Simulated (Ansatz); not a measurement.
**Si2N: from a guess to a relaxed structure**

Where does this trial cell of Si2N go when cell and atoms are let free?

Program: Ansatz 0.2.0. Level of theory: DFT PBE, scalar-relativistic, plane waves, PAW. These are calculated values, not measurements.

## 1. The starting structure

It takes space group P-3m1 (No. 164, trigonal). Conventional cell: a = 2.917 Å, b = 2.917 Å, c = 9.043 Å, α = 90.00°, β = 90.00°, γ = 120.00°. Around Si (site symmetry 3m) lie 3 N at 2.03 Å and 2 Si at 2.26 Å. Si (site symmetry -3m) is surrounded by 6 N at 2.03 Å and 2 Si at 2.26 Å. Around Si (site symmetry -3m) lie 2 Si at 2.26 Å. N (site symmetry 3m) is surrounded by 6 Si at 2.03 Å.

Coordinates:

```xyz
6
Lattice="2.9170 0.0000 0.0000 -1.4585 2.5262 0.0000 0.0000 0.0000 9.0426" Properties=species:S:1:pos:R:3 pbc="T T T"
Si    0.0000    0.0000    6.7819
Si    0.0000    0.0000    2.2606
Si    0.0000    0.0000    0.0000
Si    0.0000    0.0000    4.5213
N     0.0000    1.6841    7.9122
N     1.4585    0.8421    1.1303
```

A structure generator made this guess: ordered vacancies on the anion sites of nickel arsenide (P-3m1, No. 164). Lengths come from tabulated atomic sizes and are only a guess.

## 2. Probe: one point on a coarse mesh

The input, input.yaml:

```yaml
crystal:
  lattice:
    - [2.91695178, 0.0, 0.0]
    - [-1.45847589, 2.52615435, 0.0]
    - [0.0, 0.0, 9.04255053]
  atoms:
    - { symbol: Si, position: [0.0, 0.0, 0.75] }
    - { symbol: Si, position: [0.0, 0.0, 0.25] }
    - { symbol: Si, position: [0.0, 0.0, 0.0] }
    - { symbol: Si, position: [0.0, 0.0, 0.5] }
    - { symbol: "N", position: [0.33333333, 0.66666667, 0.875] }
    - { symbol: "N", position: [0.66666667, 0.33333333, 0.125] }
basis:
  ecutwfc: 420
kpoints:
  mp_grid: { grid: [6, 6, 2] }
hamiltonian:
  xc: pbe
scf:
  occupations: { method: gaussian, width: 0.1 }
  lower_state_search: "off"
output:
  forces: true
  stress: true
  eigenvalues: true
```

Started as:

```bash
$ ansatz run input.yaml --threads 1 --pin off --max-ram 2048MiB --backend cpu --events-out ev --progress --plain --runs-dir out
```

What it wrote, cut to the lines that bear on the results:

```text
[...]
SCF converged after 7 iterations
Free energy (F): -3305.723628 eV
[...]
E sigma→0 (E₀):  -3305.721284 eV
Entropy (-TS):   -0.004689 eV (-0.782 meV/atom)
Fermi energy:    12.411961 eV
[...]
--- Forces (eV/Å), atoms counted from 1 ---
  atom   1  Si     0.00000000     0.00000000    -3.19039259
  atom   2  Si    -0.00000000     0.00000000     3.19039259
  atom   3  Si    -0.00000000    -0.00000000     0.00000000
  atom   4  Si     0.00000000     0.00000000     0.00000000
  atom   5  N      0.00000000     0.00000000     1.34366046
  atom   6  N      0.00000000    -0.00000000    -1.34366046
[...]
--- Stress (GPa, compression-positive) ---
        1.928273       0.000000       0.000000
        0.000000       1.928273      -0.000000
       -0.000000       0.000000      56.023265
  P = ⅓ Tr σ = 19.9599 GPa (199.599 kbar)
--- Band table (eV; the first three rows and the last of 14) ---
  k-point 0: bands = ["-9.5749", "-7.6755", "-1.0221", "1.7123", "1.9512", "6.7134", "6.7134", "7.0228", "7.0228", "7.2572", "8.9996", "11.4675", "11.7747", "15.9079", "16.7181", "16.7181", "17.4897", "17.4897", "18.3752"]
[...]
```

It took 1.4 s on 1 thread of Arm Neoverse V2, shared host; peak memory 0.36 GiB.

The probe gives pressure 20.0 GPa, largest force 3.19 eV/Å, gap on this mesh none (metal). A cheap, loose relaxation comes first.

## 3. Spin check on a coarse mesh

Edit input.yaml of step 2 so:

```diff
@@ -10,4 +10,4 @@
     - { symbol: Si, position: [0.0, 0.0, 0.5] }
-    - { symbol: "N", position: [0.33333333, 0.66666667, 0.875] }
-    - { symbol: "N", position: [0.66666667, 0.33333333, 0.125] }
+    - { symbol: "N", position: [0.33333333, 0.66666667, 0.875], spin: 1.0 }
+    - { symbol: "N", position: [0.66666667, 0.33333333, 0.125], spin: 1.0 }
 basis:
@@ -25 +25,4 @@
   eigenvalues: true
+  populations: true
+magnetization:
+  spin_polarized: true
```

Started as:

```bash
$ ansatz run input.yaml --threads 1 --pin off --max-ram 2048MiB --backend cpu --events-out ev --progress --plain --runs-dir out
```

What it wrote, cut to the lines that bear on the results:

```text
[...]
SCF converged after 19 iterations
Magnetization: 0.0000 μB (13.0000 up, 13.0000 down)
Absolute magnetization: 0.0000 μB (∫|ρ↑−ρ↓|, with the PAW one-centre terms)
Spin contamination: 0.0000 ħ² per cell (⟨S²⟩ above its minimum at these occupations)
[...]
--- Löwdin populations: 6 sites ---
  site symbol       q [e]    m [muB]
     0     Si      3.4692     0.0000
     1     Si      3.4692     0.0000
     2     Si      2.9956     0.0000
     3     Si      3.9332    -0.0000
     4      N      5.7794    -0.0000
     5      N      5.7794    -0.0000
  spilling = 0.022077 (of n_electrons = 26.000000)
```

Run time: 5.9 s. Hardware: 1 thread of Arm Neoverse V2, shared host; peak memory 0.36 GiB.

Per atom:

```csv
atom,Löwdin electrons
Si1,3.47
Si2,3.47
Si3,3.00
Si4,3.93
N5,5.78
N6,5.78
```

The Löwdin counts miss 0.57 of the 26 electrons, which the atomic orbitals do not span, so they are no charges.

The same cell is solved with trial moments on N. The largest site moment that stays is 0.00 μB and the cell's total 0.00 μB. The workflow keeps spin only above 0.25 μB on a site, so the next run goes without spin.

(Part 1 of 3 ends here.)
